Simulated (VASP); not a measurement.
A run of VASP 6.6.1 is set up as follows.

The input INCAR:

```
ALGO = Normal
EDIFF = 1E-7
EDIFFG = -0.01
ENCUT = 600
IBRION = 2
ISIF = 2
ISMEAR = 0
LASPH = T
LCHARG = F
LMIXTAU = T
LREAL = F
LWAVE = F
METAGGA = R2SCAN
NELM = 80
NSW = 40
PREC = Accurate
SIGMA = 0.03
```

Contents of KPOINTS:

```
k-points
0
Gamma
  10 10 10
```

Contents of POSCAR:

```
CaO                                     
1.0
    0.0000000000      2.3546923495      2.3546923495
    2.3546923495      0.0000000000      2.3546923495
    2.3546923495      2.3546923495      0.0000000000
  Ca              O             
     1     1
Direct
     0.0000000000000000    0.0000000000000000    0.0000000000000000
     0.5000000000000000    0.5000000000000000    0.5000000000000000
```

Potentials or basis: VASP PAW PBE potentials, release 64 (Ca_sv, O).

Command:

```bash
$ cat potpaw_PBE.64/Ca_sv/POTCAR potpaw_PBE.64/O/POTCAR > POTCAR
$ mpirun -np 1 vasp_std > vasp.out
```

Problem. What does it give for the band gap on the k mesh?

Solution. 4.16 eV, indirect (least direct gap 4.52 eV).

Final structure:
```
CELL_PARAMETERS angstrom
0.00000 2.35469 2.35469
2.35469 0.00000 2.35469
2.35469 2.35469 0.00000
ATOMIC_POSITIONS crystal
Ca 0.00000 0.00000 0.00000
O 0.50000 0.50000 0.50000
```

Caveat: the relaxation stopped at its first step, so nothing moved. A k mesh can miss the band edges.
